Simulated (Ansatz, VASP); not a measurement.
## One calculation of MnO2, two programs

```
Mn O
1.0
     4.39700    0.00000    0.00000
     0.00000    4.39700    0.00000
     0.00000    0.00000    2.86900
Mn O
2 4
Direct
  0.00000 0.00000 0.00000
  0.50000 0.50000 0.50000
  0.30500 0.30500 0.00000
  0.19500 0.80500 0.50000
  0.69500 0.69500 0.00000
  0.80500 0.19500 0.50000
```

Alike in both runs: task single point; functional PBE; k mesh 5 × 5 × 7; occupations gaussian, width 0.05 eV; collinear spin; Hubbard terms Mn d U = 3.9 eV.

```csv
,VASP,Ansatz
version,VASP 6.6.1,Ansatz 0.2.0
potentials or method,"VASP PAW PBE potentials, release 64 (Mn_pv, O)","PAW, plane waves, scalar-relativistic"
plane-wave cutoff (eV),520,420
valence electrons in the cell,50,54
```

```csv
,VASP,Ansatz,Ansatz less VASP
pressure (GPa),10.8,9.2,-1.64
largest component of the traceless stress (GPa),3.26,3.39,+0.138
rms of the force components (eV/Å),0.056,0.040,-0.0159
net moment per atom (μB),0.00,0.00,0.000
size of the moment on the site where the two differ most (μB),2.92,2.55,-0.368
```

Site moments also hang on the region over which each program counts them. The programs project onto different local orbitals, so the same U acts differently. Atom by atom the forces differ by 0.016 eV/Å (rms over components). The two sets of potentials don't hold the same shells in valence. Ansatz warned: «specified_occupation_not_kept».

 The state reached can hang on the start; a lower one may exist.
